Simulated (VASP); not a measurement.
```
CELL_PARAMETERS angstrom
      4.25734     0.00000     0.00000
     -2.12867     3.68696     0.00000
      0.00000     0.00000    33.05993
ATOMIC_POSITIONS crystal
  Sb 0.33333 0.66667 0.28893
  Sb 0.00000 0.00000 0.40804
  Sb 0.00000 0.00000 0.59196
  Sb 0.66667 0.33333 0.71107
  Te 0.00000 0.00000 0.23721
  Te 0.66667 0.33333 0.34846
  Te 0.66667 0.33333 0.53982
  Te 0.33333 0.66667 0.46018
  Te 0.33333 0.66667 0.65154
  Te 0.00000 0.00000 0.76279
```

All values below come from PBE GGA with D3 dispersion (Becke-Johnson damping), VASP's PBE PAW potentials (set 64) (plane waves; VASP). Run with PREC = Normal, 400 eV cut-off, 12×12×1 Γ-centred mesh, Gaussian smearing of 0.050 eV, potentials Sb Te.

Unless said otherwise, spin-orbit coupling is left out, though it shifts the bands of the heavy elements here.

Task: What does the run give for the energy per atom (σ→0), band gap (on the k-mesh) with the smallest direct gap where there is one?

Result: 
```json
{
 "band gap (on the k-mesh)": "0.40 eV",
 "smallest direct gap (on the k-mesh)": "0.40 eV",
 "energy per atom (σ→0)": "-4069 meV/atom"
}
```

Total energies compare only between runs with the same potentials, cut-off and functional.

The cell is a sheet with vacuum, built from Sb2Te3 (tetradymite).
